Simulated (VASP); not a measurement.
# ZnSe (Stilleite) (F-43m) in VASP: a series of runs

Aim: see how the results for ZnSe (Stilleite) move with the level of theory and the settings. Levels: PBEsol, r2SCAN, HSE06+D4, PBE, RPBE. Tasks: single point, relaxation of cell and atoms.

Program: VASP 6.6.1. These are calculated values, not measurements. Logs are shortened: lines on timing, memory, paths and dates and some standing lists are left out, and cuts for length are marked.

**The experiment to reproduce.**

From “Alloy Disordering Effects on the Thermal Conductivity and Energy Gap Temperature Dependence of Cd1−xZnxSe Ternary Crystals Grown by the Bridgman Method”, 2023, pmc:10253836, for a bulk crystal of ZnSe at 300 K: band gap 2.695 ± 0.003 eV (an exciton energy, a little under the gap).

The runs below are set against these values where they give the same quantity.

## 1. The crystal as given

It takes space group F-43m (No. 216, cubic). Conventional cell: a = 5.668 Å, b = 5.668 Å, c = 5.668 Å, α = 90.00°, β = 90.00°, γ = 90.00°. Se (site symmetry -43m) has 4 Zn at 2.45 Å as nearest neighbours. Zn (site symmetry -43m) is surrounded by 4 Se at 2.45 Å.

## 2. Single point, PBEsol (grid = ENCUT=350 dk=0.9 cell=3x3x3 ISMEAR=0 SIGMA=0.05 LREAL=Auto EDIFF=1e-06)

Input file INCAR:

```
SYSTEM = ZnSe
ALGO     = Fast           ! electronic algorithm
EDIFF    = 1E-6           ! SCF threshold, eV
ENCUT    = 350            ! plane-wave cutoff, eV
GGA      = PS             ! functional
ISIF     = 2              ! what is computed and relaxed
ISMEAR   = 0              ! smearing method
LASPH    = .True.         ! aspherical terms in the spheres
LCHARG   = .False.        ! write CHGCAR
LREAL    = Auto         
LWAVE    = .False.        ! write WAVECAR
NBANDS   = 261            ! bands
NELM     = 120            ! most SCF steps
PREC     = Accurate       ! precision mode
SIGMA    = 0.05           ! smearing width, eV
```

Input file KPOINTS:

```
k-points
0
Gamma
  1 1 1
  0 0 0
```

Input file POSCAR:

```
ZnSe
1.0
    0.0000000000      8.5014000000      8.5014000000
    8.5014000000      0.0000000000      8.5014000000
    8.5014000000      8.5014000000      0.0000000000
Se Zn
27 27
Direct
    0.2500000000      0.2500000000      0.2500000000
    0.2500000000      0.2500000000      0.5833333333
    0.2500000000      0.2500000000      0.9166666667
    0.2500000000      0.5833333333      0.2500000000
    0.2500000000      0.5833333333      0.5833333333
    0.2500000000      0.5833333333      0.9166666667
    0.2500000000      0.9166666667      0.2500000000
    0.2500000000      0.9166666667      0.5833333333
    0.2500000000      0.9166666667      0.9166666667
    0.5833333333      0.2500000000      0.2500000000
    0.5833333333      0.2500000000      0.5833333333
    0.5833333333      0.2500000000      0.9166666667
    0.5833333333      0.5833333333      0.2500000000
    0.5833333333      0.5833333333      0.5833333333
    0.5833333333      0.5833333333      0.9166666667
    0.5833333333      0.9166666667      0.2500000000
    0.5833333333      0.9166666667      0.5833333333
    0.5833333333      0.9166666667      0.9166666667
    0.9166666667      0.2500000000      0.2500000000
    0.9166666667      0.2500000000      0.5833333333
    0.9166666667      0.2500000000      0.9166666667
    0.9166666667      0.5833333333      0.2500000000
    0.9166666667      0.5833333333      0.5833333333
    0.9166666667      0.5833333333      0.9166666667
    0.9166666667      0.9166666667      0.2500000000
    0.9166666667      0.9166666667      0.5833333333
    0.9166666667      0.9166666667      0.9166666667
    0.0000000000      0.0000000000      0.0000000000
    0.0000000000      0.0000000000      0.3333333333
    0.0000000000      0.0000000000      0.6666666667
    0.0000000000      0.3333333333      0.0000000000
    0.0000000000      0.3333333333      0.3333333333
    0.0000000000      0.3333333333      0.6666666667
    0.0000000000      0.6666666667      0.0000000000
    0.0000000000      0.6666666667      0.3333333333
    0.0000000000      0.6666666667      0.6666666667
    0.3333333333      0.0000000000      0.0000000000
    0.3333333333      0.0000000000      0.3333333333
    0.3333333333      0.0000000000      0.6666666667
    0.3333333333      0.3333333333      0.0000000000
    0.3333333333      0.3333333333      0.3333333333
    0.3333333333      0.3333333333      0.6666666667
    0.3333333333      0.6666666667      0.0000000000
    0.3333333333      0.6666666667      0.3333333333
    0.3333333333      0.6666666667      0.6666666667
    0.6666666667      0.0000000000      0.0000000000
    0.6666666667      0.0000000000      0.3333333333
    0.6666666667      0.0000000000      0.6666666667
    0.6666666667      0.3333333333      0.0000000000
    0.6666666667      0.3333333333      0.3333333333
    0.6666666667      0.3333333333      0.6666666667
    0.6666666667      0.6666666667      0.0000000000
    0.6666666667      0.6666666667      0.3333333333
    0.6666666667      0.6666666667      0.6666666667
```

Potentials or basis: VASP PAW PBE potentials, release 64 (Se, Zn).

Run with:

```bash
$ cat potpaw_PBE.64/Se/POTCAR potpaw_PBE.64/Zn/POTCAR > POTCAR
$ mpirun -np 1 vasp_std > vasp.out
```

OUTCAR:

```text
SYSTEM = ZnSe
   EDIFF = 1E-6
   ENCUT = 350
   GGA = PS
   ISIF = 2
   ISMEAR = 0
   LASPH = .True.
   LREAL = Auto
   NELM = 120
   PREC = Accurate

 Found      1 irreducible k-points:

 Following reciprocal coordinates:
            Coordinates               Weight
  0.000000  0.000000  0.000000      1.000000
   k-points           NKPTS =      1   k-points in BZ     NKDIM =      1   number of bands    NBANDS=    261
   number of dos      NEDOS =    301   number of ions     NIONS =     54
   total plane-waves  NPLWV = 512000
   dimension x,y,z NGX =    80 NGY =   80 NGZ =   80
   dimension x,y,z NGXF=   160 NGYF=  160 NGZF=  160
   ions per type =              27  27
   NGX,Y,Z   is equivalent  to a cutoff of  11.06, 11.06, 11.06 a.u.
   NGXF,Y,Z  is equivalent  to a cutoff of  22.12, 22.12, 22.12 a.u.
 SYSTEM =  ZnSe
   PREC   = accura    normal or accurate (medium, high low for compatibility)
   ISTART =      0    job   : 0-new  1-cont  2-samecut
   ICHARG =      2    charge: 1-file 2-atom 10-const
   ISPIN  =      1    spin polarized calculation?
   LNONCOLLINEAR =      F non collinear calculations
   LSORBIT =      F    spin-orbit coupling
   LASPH  =      T    aspherical Exc in radial PAW
   ENCUT  =  350.0 eV  25.72 Ry    5.07 a.u.  18.34 18.34 18.34*2*pi/ulx,y,z
   NELM   =    120;   NELMIN=  2; NELMDL= -5     # of ELM steps
   EDIFF  = 0.1E-05   stopping-criterion for ELM
   LREAL  =      T    real-space projection
   EDIFFG = 0.1E-04   stopping-criterion for IOM
   NSW    =      0    number of steps for IOM
   IBRION =     -1    ionic relax: 0-MD 1-quasi-New 2-CG
   NFREE  =      0    steps in history (QN), initial steepest desc. (CG)
   ISIF   =      2    stress and relaxation
   ISYM   =      2    0-nonsym 1-usesym 2-fastsym
   POTIM  = 0.5000    time-step for ionic-motion
   TEBEG  =    0.0;   TEEND  =   0.0 temperature during run
   PSTRESS=    0.0 pullay stress
   NELECT =     486.0000    total number of electrons
   NUPDOWN=      -1.0000    fix difference up-down
   EMIN   =  10.00;   EMAX   =-10.00  energy-range for DOS
   EFERMI =   0.00;   METHOD = LEGACY
   ISMEAR =     0;   SIGMA  =   0.05  broadening in eV -4-tet -1-fermi 0-gaus
   EFERMI_NEDOS =   21; number of points for ismear=-14 and -15
   IALGO  =     68    algorithm
   IMIX   =      4    mixing-type and parameters
     AMIX     =   0.40;   BMIX     =  1.00
     AMIX_MAG =   1.60;   BMIX_MAG =  1.00
  volume/ion in A,a.u.               =      22.76       153.57
  Fermi-wavevector in a.u.,A,eV,Ry     =   1.201673  2.270834 19.647073  1.444019
  Thomas-Fermi vector in A             =   2.337476
   LORBIT       =      0    0 simple, 1 ext, 2 COOP (PROOUT), +10 PAW based schemes
   GGA     = PS    functional components
   LHFCALC =     F    Hartree Fock is set to
   AEXX    =    0.0000 exact exchange contribution
   IVDW    =     0    specifies the selected vdW correction
   LEPSILON=     F    determine dielectric tensor
   LRPA    =     F    only Hartree local field effects (RPA)
 non-spin polarized calculation
 RMM-DIIS sequential band-by-band and
 Gauss-broadening in eV      SIGMA  =   0.05
  energy-cutoff  :      350.00
  volume of cell :     1228.86
 maximum number of plane-waves:     18197
 NGX is ok and might be reduce to    80
   NGX = 37   NGY = 37   NGZ = 37

 number of electron     486.0000008 magnetization

 Free energy of the ion-electron system (eV)
  ---------------------------------------------------
  ext. energy  EPLUGINS =         0.00000000
  ---------------------------------------------------
  free energy    TOTEN  =      -174.80368113 eV

  energy without entropy =     -174.80368113  energy(sigma->0) =     -174.80368113

 E-fermi :   1.8564     XC(G=0):  -9.4833

 val. band max:        1.5919198962   @ k =   0.0000   0.0000   0.0000
 cond. band min:       2.7140710554   @ k =   0.0000   0.0000   0.0000
 fundamental gap:      1.1221511592
 Fermi energy:         1.8563500716

 k-point     1 :       0.0000    0.0000    0.0000
  band No.  band energies     occupation
      1     -11.6828      2.00000
      2     -11.1026      2.00000
      3     -11.1026      2.00000
      4     -11.1026      2.00000
      5     -11.1026      2.00000
      6     -11.1026      2.00000
[... 247 lines left out ...]
    254       4.8169      0.00000
    255       4.8170      0.00000
 [bands above 255 left out]

------------------------ aborting loop because EDIFF is reached ----------------------------------------

  FORCE on cell =-STRESS in cart. coord.  units (eV):
  Direction    XX          YY          ZZ          XY          YZ          ZX
  --------------------------------------------------------------------------------------
  -------------------------------------------------------------------------------------
  Total        1.9044733      1.9044733      1.9044733      0.0000000     -0.0000000      0.0000000
  in kB        2.4830424      2.4830424      2.4830424      0.0000000     -0.0000000      0.0000000
  external PRESSURE =       2.4830424 kB  Pullay stress =       0.0000000 kB

 VOLUME and BASIS-vectors are now :
 -----------------------------------------------------------------------------
  energy-cutoff  :      350.00
  volume of cell :     1228.86
      direct lattice vectors                 reciprocal lattice vectors
     0.000000000  8.501400000  8.501400000    -0.058813842  0.058813842  0.058813842
     8.501400000  0.000000000  8.501400000     0.058813842 -0.058813842  0.058813842
     8.501400000  8.501400000  0.000000000     0.058813842  0.058813842 -0.058813842

 POSITION                                       TOTAL-FORCE (eV/Angst)
 -----------------------------------------------------------------------------------
      4.25070      4.25070      4.25070         0.000000      0.000000      0.000000
      7.08450      7.08450      4.25070         0.000000      0.000000      0.000000
      9.91830      9.91830      4.25070         0.000000      0.000000      0.000000
      7.08450      4.25070      7.08450         0.000000      0.000000      0.000000
      9.91830      7.08450      7.08450         0.000000      0.000000      0.000000
     12.75210      9.91830      7.08450         0.000000      0.000000      0.000000
[... 46 lines left out ...]
      8.50140      8.50140     11.33520        -0.000000     -0.000000     -0.000000
     11.33520     11.33520     11.33520        -0.000000     -0.000000     -0.000000
 -----------------------------------------------------------------------------------
    total drift:                               -0.000064     -0.000064     -0.000064

  FREE ENERGIE OF THE ION-ELECTRON SYSTEM (eV)
  ---------------------------------------------------
  free  energy   TOTEN  =      -174.8036811337 eV

  energy  without entropy=     -174.8036811337  energy(sigma->0) =     -174.80368113
```

Run time: 16 min. Hardware: 1 thread of Intel Xeon Platinum 8175M at 2.50GHz (Skylake/Cascade Lake), shared host; peak memory 1 GiB.

The run converged, but some of its settings lie outside the range that counts as converged, so its numbers aren't taken as properties of the crystal.

Results:

- Free energy: -174.8037 eV
- Pressure: 0.2 GPa
- Band gap on the k mesh: 1.12 eV

Caveat: the k mesh is coarse (spacing up to 0.64 Å⁻¹), so the values aren't converged; the PAW data sets were made with another functional, which shifts forces and pressure a little; an odd mesh through Γ misses points on the zone boundary, where band edges often lie.

(Part 1 of 2 ends here.)
